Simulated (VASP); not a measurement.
Input of a VASP 6.6.1 run:

Contents of INCAR:

```
PREC     = Accurate       # precision mode
ENCUT    = 520            # plane-wave cutoff, eV
EDIFF    = 1E-6           # SCF threshold, eV
ISMEAR   = 0              # smearing method
SIGMA    = 0.05           # smearing width, eV
LREAL    = False          # projectors in reciprocal space
LASPH    = True           # aspherical terms in the spheres
NELM     = 60             # most SCF steps
ALGO     = Normal         # electronic algorithm
ISIF     = 2              # what is computed and relaxed
LWAVE    = False          # write WAVECAR
LCHARG   = False          # write CHGCAR
GGA      = PS             # functional
NBANDS   = 16             # bands
```

Contents of KPOINTS:

```
regular mesh
0
Gamma
  14 14 14
```

The input POSCAR:

```
InP
1.0
    0.0000000000      2.9305000000      2.9305000000
    2.9305000000      0.0000000000      2.9305000000
    2.9305000000      2.9305000000      0.0000000000
In P
1 1
Direct
    0.0000000000      0.0000000000      0.0000000000
    0.2500000000      0.2500000000      0.2500000000
```

Potentials or basis: VASP PAW PBE potentials, release 64 (In_d, P).

The run is started by

```console
$ cat potpaw_PBE.64/In_d/POTCAR potpaw_PBE.64/P/POTCAR > POTCAR
$ mpirun -np 1 vasp_std > vasp.out
```

Task: What does it give for the band gap on the k mesh?

Result: 0.62 eV, direct.

Task: Estimate the pressure.

Result: 0.6 GPa.

Caveat: the PAW data sets were made with another functional, which shifts forces and pressure a little; spin-orbit coupling is left out, which moves the levels of the heavy elements.

**What was measured.**

A printed reference work, data compilation reports, for a bulk crystal of InP at 1.6 K: band gap 1.4236 eV (direct).

A measured gap of InP is 1.4236 eV (direct; 1.6 K; a printed reference work, data compilation); the calculated 0.62 eV misses it by -0.81 eV. Spin-orbit coupling on In is left out. The value is that of PBEsol, without temperature or zero-point motion. Semilocal functionals fall short of measured gaps as a rule.
